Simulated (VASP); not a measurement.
**ZrSe2: relaxation of cell and atoms with PBE+D3(BJ)**

The system is ZrSe2.

```
Zr Se
1.0
     3.74035    0.00000    0.00000
    -1.87018    3.23924    0.00000
     0.00000    0.00000    6.02807
Zr Se
1 2
Direct
  0.00000 0.00000 0.00000
  0.33333 0.66667 0.26500
  0.66667 0.33333 0.73500
```

```yaml
Program: VASP 6.6.1
Task: relaxation of cell and atoms
Functional: PBE
Dispersion: D3(BJ)
Potentials_or_basis: VASP PAW PBE potentials, release 64 (Zr_sv, Se)
Cutoff: 600 eV
k_mesh: 9 × 9 × 5
Occupations: gaussian, width 0.03 eV
Spin: no spin polarisation
Further_INCAR_settings: ALGO = Normal; EDIFF = 1e-07; IBRION = 2; EDIFFG = -0.005; NSW = 90; ISIF = 3
```

The relaxed volume is 24.34 Å³/atom. The relaxed cell is a = 3.739 Å, b = 3.739 Å, c = 6.032 Å, α = 90.00°, β = 90.00°, γ = 120.00°. The space group after relaxing (to 0.05 Å) is P-3m1 (No. 164). The energy gained by relaxing is 0.0 meV/atom and the ionic steps are 5. The pressure after relaxing is 0.0 GPa, the band gap on the k mesh is 0.05 eV, indirect (least direct gap 0.94 eV) and the dispersion energy per atom is -0.405 eV.

Forces in eV/Å, atoms in the order of the input:
```
Zr   0.000  0.000  0.000
Se   0.000  0.000 -0.003
Se   0.000  0.000  0.003
```

Final structure:
```xyz
3
Lattice="3.7385 0.0000 0.0000 -1.8693 3.2377 0.0000 0.0000 0.0000 6.0322" Properties=species:S:1:pos:R:3 pbc="T T T"
Zr    0.0000    0.0000    0.0000
Se    0.0000    2.1584    1.5985
Se    1.8693    1.0792    4.4337
```

Levels at points of the mesh, in eV from the valence-band top:
| k point | band 10 | band 11 | band 12 | band 13 | band 14 | band 15 |
| --- | --- | --- | --- | --- | --- | --- |
| (0.00, 0.00, 0.00) | -0.11 | -0.11 | 0.00 | 0.94 | 0.94 | 1.22 |

Wall time 37 s on 4 MPI ranks on AMD EPYC 9R14 (Zen 4) (shared host), peak memory 0.24 GiB a rank.

Caveat: an odd mesh through Γ misses points on the zone boundary, where band edges often lie.
